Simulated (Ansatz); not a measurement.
The calculation used DFT PBE, scalar-relativistic, plane waves, PAW in Ansatz. All cells share a 420 eV cutoff and Γ-centred k meshes spaced at most about 0.3 Å⁻¹ (about 0.25 or finer for metals, 2π included). No spin polarisation in the final relaxations.

Temperature and zero-point effects are left out.

Two relaxed structures of Cu₄O:

A.

```
CELL_PARAMETERS angstrom
-2.53014 2.53014 2.53014
2.53014 -2.53014 2.53014
2.53014 2.53014 -2.53014
ATOMIC_POSITIONS crystal
Cu 0.00000 0.00000 0.52507
Cu 0.52507 0.00000 0.00000
Cu 0.00000 0.52507 0.00000
Cu 0.47493 0.47493 0.47493
O 0.00000 0.00000 0.00000
```

B.

```
CELL_PARAMETERS angstrom
3.96139 0.00000 0.00000
0.00000 3.96139 0.00000
0.00000 0.00000 3.96139
ATOMIC_POSITIONS crystal
Cu 0.00000 0.00000 0.00000
Cu 0.50000 0.50000 0.00000
Cu 0.50000 0.00000 0.50000
Cu 0.00000 0.50000 0.50000
O 0.50000 0.50000 0.50000
```

Problem. Which form is favoured at zero pressure, and by what margin per atom?

Solution. B is lower, by 183 meV/atom. A has space group I-43m (No. 217), 13.0 Å³/atom and no gap on its mesh; B has space group Pm-3m (No. 221), 12.4 Å³/atom and no gap. Counting Cu atoms around O (those within 1.25 times the shortest such distance or 1.15 times the sum of covalent radii; a plus sign parts nearer from farther groups), A has O 4+4 and B has O 6. The denser one is the lower, and pressure would at first widen the difference. Even the lower one lies +0.10 eV/atom against the reference forms of the elements (uncorrected), a margin that errors in the energy of the gaseous reference can exceed. In A, Cu has 1 O at 2.08 Å, 1 O at 2.30 Å and 6 Cu at 2.54 Å; O is surrounded by 4 Cu at 2.08 Å and 4 Cu at 2.30 Å. In B, Cu on a site of symmetry m-3m has 12 Cu at 2.80 Å; Cu on a site of symmetry 4/mmm is surrounded by 2 O at 1.98 Å and 12 Cu at 2.80 Å; O has 6 Cu at 1.98 Å. Both come from invented guesses.

No Hubbard U is applied to the 3d shell of Cu. Cells relaxed within their symmetry can be saddle points.

Form B probably wins because it keeps a face-centred cubic copper framework, with oxygen in an octahedral hole. Form A instead places copper on a nearly simple cubic array. Its Cu–Cu contacts are shorter, 2.54 Å against 2.80 Å, but each copper has only 6 of them instead of 12, and delocalised 4s bonding generally favours many neighbours. Oxygen is also better bound in B: its contacts at 1.98 Å are close to normal Cu–O bonds, whereas those at 2.30 Å in A are weak. The energy difference alone cannot separate these two contributions.

The cost of B is a copper lattice stretched well beyond that of the metal. With so little oxygen, many copper valence electrons remain in metallic states, so the missing gap is expected in both forms.

The ordering does not make B a stable suboxide. The relevant competitor is a mixture of copper and Cu₂O, in which oxygen has its preferred tetrahedral surroundings and the excess metal is unstrained; decomposition into that mixture is likely but was not calculated.
